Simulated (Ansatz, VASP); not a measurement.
## NaF (Villiaumite) in VASP and in Ansatz

```
Na F
1.0
     0.00000    2.32778    2.32778
     2.32778    0.00000    2.32778
     2.32778    2.32778    0.00000
Na F
1 1
Direct
  0.00000 0.00000 0.00000
  0.50000 0.50000 0.50000
```

Alike in both runs: functional r2SCAN; k mesh 10 × 10 × 10; occupations fermi-dirac, width 0.02 eV; no spin polarisation.

Ansatz relaxed the structure, and its values are those at the end. VASP's run is a single point on that final structure, the one shown.

|  | VASP | Ansatz |
| --- | --- | --- |
| version | VASP 6.6.1 | Ansatz 0.2.0 |
| potentials or method | VASP PAW PBE potentials, release 64 (Na_pv, F) | PAW plane waves |
| plane-wave cutoff (eV) | 520 | 500 |
| valence electrons in the cell | 14 | 16 |

VASP gave:

```
gap on the k mesh at the Fermi level (eV) : 7.09
pressure (GPa)                            : -2.3
```

**Question.** What did Ansatz give for the same quantities?

**Answer.** gap on the k mesh at the Fermi level (eV): 7.06; pressure (GPa): -1.9.

The two sets of potentials don't hold the same shells in valence. Ansatz warned: «stress_scf_threshold_loose».

Caveats: the PAW data sets were made with another functional, which shifts forces and pressure a little (VASP). A k mesh can miss the band edges. r2SCAN opens gaps a little over a GGA but as a rule still falls short of measured ones.
